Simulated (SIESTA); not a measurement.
Crystal: ZnO (zincite).

```
Zn O
1.0
     3.24931    0.00000    0.00000
    -1.62465    2.81398    0.00000
     0.00000    0.00000    5.20571
Zn O
2 2
Direct
  0.66667 0.33333 0.00000
  0.33333 0.66667 0.50000
  0.33333 0.66667 0.87901
  0.66667 0.33333 0.37901
```

Base run:

| Property | Result |
| --- | --- |
| Program | SIESTA 5.4.2 |
| Functional | PBEsol |
| Potentials or basis | PseudoDojo 0.4 standard (PBEsol files) |
| Basis | DZP (energy shift 0.003 Ry; two zetas on semicore shells) |
| Grid cutoff | 800 Ry |
| Energy shift | 0.003 Ry |
| k mesh | 9 × 9 × 5 |
| Occupations | fermi-dirac, width 0.05 eV |
| Spin | no spin polarisation |

Its results: band gap on the k mesh 0.92 eV, direct; pressure -0.6 GPa; largest force 0.082 eV/Å.

The run is repeated on the same cell with these changes: functional from PBEsol to LDA; potentials or basis from PseudoDojo 0.4 standard (PBEsol files) to PseudoDojo 0.4 standard (LDA files). What comes out?

Band gap on the k mesh 0.97 eV, direct; pressure -6.0 GPa; largest force 0.070 eV/Å.

Caveats: short orbitals over semicore shells can move pressures by several GPa; the valence orbitals were made in a potential fitted to the semicore shell under them, which widens gaps by tenths of an eV or more; the basis of atomic orbitals isn't converged, which shifts pressures, moduli and gaps.
